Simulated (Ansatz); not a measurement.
Theory: Ansatz 0.2.0, DFT PBE, scalar-relativistic, plane waves, PAW. Settings: cutoff 420 eV, Γ-centred meshes spaced at most about 0.3 Å⁻¹, and about 0.25 Å⁻¹ or finer for metals (2π included), Gaussian smearing. No spin polarisation.

These are static total energies at zero pressure.

Compare these two cells of SnH5, each relaxed at this level.

1. Space group P6/mmm (No. 191), hexagonal, a = 4.018 Å, c = 4.123 Å. Sn is surrounded by 2 H at 2.06 Å; around H on a site of symmetry 3m lie 1 H at 0.77 Å, 6 H at 2.32–2.35 Å and 3 H at 2.45 Å; H on a site of symmetry 6/mmm is surrounded by 2 Sn at 2.06 Å and 12 H at 2.35 Å.

2. Space group P-6m2 (No. 187), hexagonal, a = 3.604 Å, c = 11.699 Å. Around Sn lie 3 H at 2.08 Å; H on a site of symmetry -6m2 has 3 Sn at 2.08 Å; H on a site of symmetry 3m is surrounded by 1 H at 0.75 Å; H on a second site of symmetry 3m has 1 H at 0.75 Å.

Question: Which would you expect to be lower, and how large is the difference?

Answer: Cell 2 is lower, by 77 meV/atom. Cell 1 has space group P6/mmm (No. 191), 9.6 Å³/atom and no gap on its mesh; cell 2 has space group P-6m2 (No. 187), 21.9 Å³/atom and no gap. Counting H atoms around Sn (those within 1.25 times the shortest such distance or 1.15 times the sum of covalent radii), cell 1 has Sn 2 and cell 2 has Sn 3. Cell 1 and cell 2 both hold H–H pairs as short as in free H₂ molecules. Even the lower one lies +0.27 eV/atom against the reference forms of the elements (uncorrected), so neither is stable at this level. Both come from invented guesses.

Weakly bound directions are ill-defined at this level, which has no dispersion term (P6/mmm, P-6m2), and this can change margins and order among such cells. With hydrogen, zero-point motion can shift such differences by 10 meV/atom or more. Cells relaxed within their symmetry can be saddle points.
